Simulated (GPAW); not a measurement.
PbSe (Clausthalite):

```
CELL_PARAMETERS angstrom
0.00000 3.06065 3.06065
3.06065 0.00000 3.06065
3.06065 3.06065 0.00000
ATOMIC_POSITIONS crystal
Pb 0.00000 0.00000 0.00000
Se 0.50000 0.50000 0.50000
```

Base run:

* Program: GPAW 26.7.0
* Functional: PBEsol
* Potentials or basis: PAW data sets generated in the run's folder for this functional
* Cutoff: 600 eV
* Basis: pw
* k mesh: 8 × 8 × 8
* Occupations: fermi-dirac, width 0.05 eV
* Spin: no spin polarisation

Its results: band gap on the k mesh 0.16 eV, direct; pressure -0.7 GPa.

Task: The run is repeated on the same cell with these changes: functional from PBEsol to LDA. What comes out?

Result: Band gap on the k mesh 0.14 eV, direct; pressure -2.3 GPa.

LDA binds more tightly than PBEsol, so the same cell stands under less pressure.

Caveats: spin-orbit coupling is left out, which as a rule narrows the gap of such compounds by several tenths of an eV.

A k mesh can miss the band edges.

Not every run made on this cell is shown here.
